# The fourth per cent: compressing rutile SnO2

## The question

Take a crystal of rutile SnO2 that is nearly free of stress and shorten all its edges by 1 % of their length. The mean stress rises to 6.85 GPa. A second equal step adds 7.96 GPa (14.81 − 6.85), and a third adds 9.21 GPa (24.02 − 14.81). What stress does the crystal reach after the fourth?

Rutile SnO2 at fixed c/a, computed with Ansatz 0.2.0 using density functional theory (r2SCAN), plane waves and PAW potentials, with the ions relaxed in each cell. The runs are spin-unpolarised, with a 500 eV wave cutoff, a 6×6×8 k mesh and fixed occupations. Pressure and stress are positive in compression.

```
volume (Å³/atom)     c/a  shortest distance (Å)  pressure (GPa)  stress xx (GPa)  stress zz (GPa)
          10.694  0.6722                  1.962               ?                ?                ?
          11.032  0.6722                  1.986           24.02            22.27            27.51
          11.376  0.6722                  2.010           14.81            13.67            17.11
          11.728  0.6722                  2.035            6.85             6.28             8.00
          12.087  0.6722                  2.059            0.00            -0.03             0.04
          12.454  0.6722                  2.083           -5.87            -5.36            -6.87
          12.827  0.6722                  2.100          -10.86            -9.84           -12.90
          13.208  0.6722                  2.117          -15.07           -13.53           -18.13
```

The stresses come from density functional theory with the r2SCAN functional, and the ions are relaxed in each cell. Pressure is the mean of the three normal stresses, positive in compression. Stress xx acts along the two equal edges $a$, and stress zz along $c$. Because c/a is held fixed, the load is not the same from all sides, and "pressure" here is an average.

## Why each step costs more

The resistance to a change of volume is the bulk modulus, $B=-V\,dP/dV$. Between the two densest known cells it is about 300 GPa; between the two most expanded ones it is about 144 GPa. The crystal thus becomes twice as stiff across the known range.

The ionic picture of the crystal offers a reason. Taken together, the positive and negative ions attract each other through Coulomb forces, which change slowly with distance. Their filled shells repel each other once they overlap, and this repulsion rises almost exponentially as the Sn–O distance shrinks. At the stress-free volume the two forces balance. Every further step inwards meets a steeper repulsive wall, while every step outwards leaves it behind and the crystal softens.

A simple empirical binding curve imitates the resulting well, with its steep inner wall and softer outer side: $E=-E_b(1+u)e^{-u}$, where $E_b$ is the binding energy and $u$ the stretch in units of a decay length. Let $X=(V/V_0)^{1/3}$ be the edge length relative to the stress-free cell, so that $u=\eta(X-1)$. Since $V$ goes as $X^3$, the slope $P=-dE/dV$ becomes

$$P=3B_0\,\frac{1-X}{X^2}\,e^{\eta(1-X)} .$$

This is the Vinet equation. $B_0$ sets the stiffness at zero stress, and $\eta$ says how fast it grows.

## The forecast for the mean stress

The two constants were fitted to the seven known cells, which gives $B_0=211.2$ GPa and $\eta=5.775$. For the withheld cell $X=(10.694/12.087)^{1/3}=0.960$. The factor before the exponential is then $3\times211.2\times0.040/0.960^2=27.5$ GPa. The exponential, $e^{0.231}=1.26$, raises this to about 34.6 GPa.

How far can this be trusted? With the cell at 11.032 left out of the fit, the same formula predicts its pressure to about 0.01 GPa. The Birch–Murnaghan equation, given the same modulus and the same initial rate of stiffening, puts the withheld cell at 34.85 GPa, about 0.2 GPa higher. An error bar of 0.3 GPa covers that spread and leaves a margin for the unseen range.

## Is a break to be expected?

An extrapolation can fail if the crystal changes its state on the way. All the known cells are insulators with the same symmetry, but one column has a kink: the shortest distance grows by about 0.024 Å per step up to 12.454 Å³/atom and by only 0.017 Å beyond.

Tin in rutile has six oxygen neighbours, two at one distance and four at another. At fixed c/a and volume, a single oxygen coordinate sets both distances, so one lengthens as the other shortens. Geometry gives the length at which they are equal. The shortest distance lies 0.016 Å below it at 11.032, touches it near 12.454 and falls below it again by 13.208. The two sets therefore appear to change places there. The pressure passes this point smoothly, and the withheld cell lies well on the dense side of it, so no break is forecast.

Real SnO2 is known to leave the rutile structure well below the pressure forecast here, whereas the symmetry imposed in these cells keeps it in place. The forecast is for rutile held beyond its range of stability.

## Sharing the stress between the axes

In compression stress zz exceeds stress xx, and in expansion the tension along $c$ is the larger. Equal strain thus meets more resistance along $c$. If the pressure were the same from all sides, $c$ would shrink by a smaller fraction than $a$, and c/a would rise. A plausible cause lies in the structure: the SnO6 octahedra share edges along $c$, which brings tin ions close together in chains. These calculations do not test that cause separately.

For small strains the difference zz − xx is proportional to the strain, as in ordinary elasticity; a quadratic term allows for stiffening. Fitted to the known cells with a small constant for the residual stress, this form gives the difference in the withheld cell. One third of it is subtracted from the mean stress to get xx, and two thirds are added to get zz. The error bar of the difference is a judgement that leaves room for higher powers of the strain.

The forecasts at 10.694 Å³/atom are:

- pressure: about 34.6 ± 0.3 GPa
- zz − xx: about 7.0 ± 0.3 GPa
- stress xx: about 32.3 ± 0.4 GPa
- stress zz: about 39.3 ± 0.5 GPa
- zz/xx: slightly below its value of 1.235 at 11.032

## The computed values

The withheld rows as computed:

```
volume (Å³/atom)     c/a  shortest distance (Å)  pressure (GPa)  stress xx (GPa)  stress zz (GPa)
          10.694  0.6722                  1.962           34.61            32.23            39.38
```

All four values fall within their ranges, and the ratio drops to 1.222 as forecast. The Vinet pressure is too high by 0.04 GPa, about 0.1 % of the computed value. The fourth step costs 10.59 GPa (34.61 − 24.02), more than any before it, and no break appears.

The stiffening is what makes the forecast work. A crystal that kept its stress-free modulus would reach only 25.9 GPa, a quarter below the computed stress. The hit supports the shape of the binding curve over this range; the division into slow attraction and steep repulsion still rests on theory.

The largest miss is in the difference between the axes, which the quadratic, at 7.05 GPa before rounding, puts 0.10 GPa too low. That is several times the scatter of its fit, so the anisotropy probably contains a higher power of the strain that the formula leaves out. Stress xx is forecast 0.07 GPa too high. In stress zz the error of the difference and the slightly high mean partly cancel, so that the forecast, 39.35 GPa before rounding, is only 0.03 GPa too low.

## A rule to carry away

Near zero stress, each gigapascal of mean pressure adds about 5 GPa to the modulus of this crystal. This rate, like the modulus itself, belongs to compression at fixed c/a, not to a load that is equal from all sides. To judge another closed-shell oxide, one needs its own stress-free modulus and its own rate of stiffening; if the oxide stiffens under pressure, as SnO2 does here, the modulus alone underestimates the stress of a strong compression. The printed analysis below gives the fits and their misses.

Output of the analysis:

```
fit of pressure on 7 rows: coefficient of 3*h/X**2*exp(s*h) 211.2 +/- 0.033, s 5.775; rms 0.00461, worst 11.376 0.00805, leave-one-out rms 0.00637
  rows outside the fit (model, value, miss): 10.694 34.65, 34.61, 0.0376
fit of pressure on 6 rows (vol > 11.2): coefficient of 3*h/X**2*exp(s*h) 211.2 +/- 0.037, s 5.775; rms 0.00361, worst 12.827 0.0064, leave-one-out rms 0.00663
  rows outside the fit (model, value, miss): 10.694 34.64, 34.61, 0.0297; 11.032 24.01, 24.02, -0.0115
fit of split on 7 rows: constant 0.07722 +/- 0.014, coefficient of h 163.4 +/- 0.46, coefficient of h**2 273.6 +/- 27; rms 0.0184, worst 12.454 -0.0225, leave-one-out rms 0.0484
  rows outside the fit (model, value, miss): 10.694 7.049, 7.15, -0.101
pressure derivative of the modulus at fixed c/a, from the Vinet fit: 4.85
modulus around the stress-free cell, GPa: 211.8
modulus between 11.032 and 11.376, GPa: 299.9
modulus between 12.827 and 13.208, GPa: 143.8
constant-modulus forecast at 10.694, GPa: 25.93
Birch-Murnaghan forecast at 10.694 with the same modulus and derivative, GPa: 34.85
mean pressure between 11.032 and 11.376 from the energy difference, GPa: 19.33
forecast of stress xx at 10.694, GPa: 32.3
forecast less computed stress xx at 10.694, GPa: 0.06774
forecast of stress zz at 10.694, GPa: 39.35
forecast less computed stress zz at 10.694, GPa: -0.03281
ratio zz/xx at 13.208: 1.34
ratio zz/xx at 11.032: 1.235
forecast ratio zz/xx at 10.694: 1.218
computed ratio zz/xx at 10.694: 1.222
equal-bond distance less shortest distance at 11.032, Å: 0.0155
equal-bond distance less shortest distance at 12.454, Å: 0.001043
equal-bond distance less shortest distance at 13.208, Å: 0.008279
```
